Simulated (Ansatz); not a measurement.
# ZnS: the cost of one run

Method: DFT PBEsol, scalar-relativistic, plane waves, PAW, in Ansatz 0.2.0.

2 further runs of the same task are left out: 2 set aside as unsound or not needed.

### Step 1. The structure to begin with

The structure is cubic, space group F-43m (No. 216). Conventional cell: a = 5.357 Å, b = 5.357 Å, c = 5.357 Å, α = 90.00°, β = 90.00°, γ = 90.00°. Zn (site symmetry -43m) has 4 S at 2.32 Å in its first shell of neighbours. S (site symmetry -43m) has 4 Zn at 2.32 Å in its first shell of neighbours.

Structure file:

```
CELL_PARAMETERS angstrom
0.00000 2.67826 2.67826
2.67826 0.00000 2.67826
2.67826 2.67826 0.00000
ATOMIC_POSITIONS crystal
Zn 0.00000 0.00000 0.00000
S 0.75000 0.75000 0.75000
```

It is the result of an earlier relaxation at this level (volume 19.21 Å³/atom; gap on the mesh: 2.09 eV).

The bulk reference comes from a run made before at the same settings: -2083.7202 eV/atom.

### Step 2. Cutting the (211) slab

Miller indices refer to the conventional cell of the relaxed bulk, F-43m (No. 216): a = 5.357 Å, b = 5.357 Å, c = 5.357 Å, α = 90.00°, β = 90.00°, γ = 90.00°.

Cut from the relaxed bulk: a (211) slab, 9.8 Å thick as cut, with 15 Å of vacuum; its outer planes are ZnS (top) and ZnS (bottom).

The slab as cut. Its planes from the bottom up:

| plane | atoms per cell | height over the lowest (Å) |
| --- | --- | --- |
| 1 | ZnS | 0.00 |
| 2 | ZnS | 1.09 |
| 3 | ZnS | 2.19 |
| 4 | ZnS | 3.28 |
| 5 | ZnS | 4.37 |
| 6 | ZnS | 5.47 |
| 7 | ZnS | 6.56 |
| 8 | ZnS | 7.65 |
| 9 | ZnS | 8.75 |
| 10 | ZnS | 9.84 |

### Step 3. The slab as cut, atoms at the bulk's places

The cell repeats along c, and a dipole correction in the vacuum removes the field between the copies.

Input file input.yaml:

```yaml
crystal:
  lattice:
    - [3.7876303072, 0.0, 0.0]
    - [0.0, 9.2777615871, 0.0]
    - [0.0, 0.0, 24.8405521987]
  atoms:
    - { symbol: Zn, position: [0.5, 0.6666666667, 0.3019256553] }
    - { symbol: S, position: [0.5, 0.4166666667, 0.3019256553] }
    - { symbol: Zn, position: [0.0, 0.3333333333, 0.3459421763] }
    - { symbol: S, position: [0.0, 0.0833333333, 0.3459421763] }
    - { symbol: Zn, position: [0.5, 0.0, 0.3899586974] }
    - { symbol: S, position: [0.5, 0.75, 0.3899586974] }
    - { symbol: Zn, position: [0.0, 0.6666666667, 0.4339752184] }
    - { symbol: S, position: [0.0, 0.4166666667, 0.4339752184] }
    - { symbol: Zn, position: [0.5, 0.3333333333, 0.4779917395] }
    - { symbol: S, position: [0.5, 0.0833333333, 0.4779917395] }
    - { symbol: Zn, position: [0.0, 0.0, 0.5220082605] }
    - { symbol: S, position: [0.0, 0.75, 0.5220082605] }
    - { symbol: Zn, position: [0.5, 0.6666666667, 0.5660247816] }
    - { symbol: S, position: [0.5, 0.4166666667, 0.5660247816] }
    - { symbol: Zn, position: [0.0, 0.3333333333, 0.6100413026] }
    - { symbol: S, position: [0.0, 0.0833333333, 0.6100413026] }
    - { symbol: Zn, position: [0.5, 0.0, 0.6540578237] }
    - { symbol: S, position: [0.5, 0.75, 0.6540578237] }
    - { symbol: Zn, position: [0.0, 0.6666666667, 0.6980743447] }
    - { symbol: S, position: [0.0, 0.4166666667, 0.6980743447] }
basis:
  ecutwfc: 420
kpoints:
  mp_grid: { grid: [7, 3, 1] }
hamiltonian:
  xc: pbesol
scf:
  occupations: { method: gaussian, width: 0.05 }
output:
  forces: true
  stress: true
  eigenvalues: true
  write_density: true
  write_potential: true
  elf: true
  volumetric_format: npy
efield:
  axis: 3
  dipole_correction: true
  ramp_width: 0.04
```

Run with:

```console
$ ansatz run input.yaml --threads 2 --pin off --max-ram 5120MiB --backend cpu --events-out ev --progress --plain --runs-dir out
```

**Question.** How long does this run take on 2 threads of Arm Neoverse N1, shared host, and how much memory does it need?

About 2.8 min, with a peak of 1.6 GiB.
